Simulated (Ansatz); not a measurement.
## As: energy above lowest point and pressure against volume per atom

Results calculated with Ansatz 0.2.0 development build, not measured. Equation of state of a cubic crystal from periodic Kohn-Sham density functional theory without spin; pressure corrected for the finite basis.

Cell of the first row (space group Fd-3m, No. 227):
```
cell vectors (Å)
   0.0000     2.9938     2.9938
   2.9938     0.0000     2.9938
   2.9938     2.9938     0.0000
atoms (fractions of the cell vectors)
As  0.00000  0.00000  0.00000
As  0.25000  0.25000  0.25000
```

Settings of every row: formula As; structure type diamond; functional PBE; spin treatment none; k mesh 31x31x31; occupation method fermi-dirac; occupation width 0.061225619 eV; wave cutoff 420 eV; datasets soft-1 PAW; density cutoff ratio 4.

Limits: a cubic model structure, not a phase known at ambient conditions.

```
row  volume per atom (Å³)  energy above lowest point (meV/atom)  pressure (GPa)
  1                26.832                                     ?               ?
  2                27.403                                  6.74           1.996
  3                27.974                                  1.56            0.93
  4                28.545                                     0          -0.038
  5                29.116                                  1.73          -0.918
  6                29.686                                  6.44          -1.717
  7                30.257                                 13.88          -2.444
```

Question: what energy above lowest point and pressure should row 1 give?

Worked fit of energy above lowest point. Take u = (V_r/V)^(2/3) − 1 with V_r = 28.831 Å³ an atom, which is twice the finite (Eulerian) strain; such expansions in the strain, on which the Birch-Murnaghan equation of state is built, carry the rest volume and the bulk modulus. The shown rows have u = 0.03445, 0.02032, 0.00667, -0.00654, -0.01929, -0.03167. Least squares give energy above lowest point = 0.475 − 132.16 × u + 9155.8 × u² − 1163 × u³ meV/atom; a parabola predicts inner rows, each left out in turn, worse (root mean square 0.014 against 0.0012 meV/atom). All shown rows lie on it to the printed digit. Its lowest point lies at u = 0.0072, or V = 28.52 Å³ an atom, and the curvature there gives the bulk modulus at fixed shape and fractions, B = (4/9)(1 + u)² E″(u)/V = 46.3 GPa. The withheld row has u = 0.04907, so the fit gives 0.475 − 132.16 × (0.04907) + 9155.8 × (0.04907)² − 1163 × (0.04907)³ = 15.90 meV/atom.

The calculation gave 15.91 meV/atom. The fit lies 0.01 meV/atom (0.063 % of the column's range) below it, one unit of the last digit. This row lies beyond the range of the fit.

Worked fit of pressure. Take u = (V_r/V)^(2/3) − 1 with V_r = 28.831 Å³ an atom, which is twice the finite (Eulerian) strain; such expansions in the strain, on which the Birch-Murnaghan equation of state is built, carry the rest volume and the bulk modulus. The shown rows have u = 0.03445, 0.02032, 0.00667, -0.00654, -0.01929, -0.03167. Least squares give pressure = −0.4894 + 66.627 × u + 157.38 × u² + 79.7 × u³ GPa; a parabola predicts inner rows, each left out in turn, worse (root mean square 0.0011 against 0.0006 GPa). All shown rows lie on it to the printed digit. The pressure vanishes at u = 0.0072, or V = 28.52 Å³ an atom, and there the bulk modulus at fixed shape and fractions is B = −V dP/dV = (2/3)(1 + u) dP/du = 46.3 GPa. The withheld row has u = 0.04907, so the fit gives −0.4894 + 66.627 × (0.04907) + 157.38 × (0.04907)² + 79.7 × (0.04907)³ = 3.168 GPa.

The calculation gave 3.168 GPa. The fit meets it to the printed digit. This row lies beyond the range of the fit.
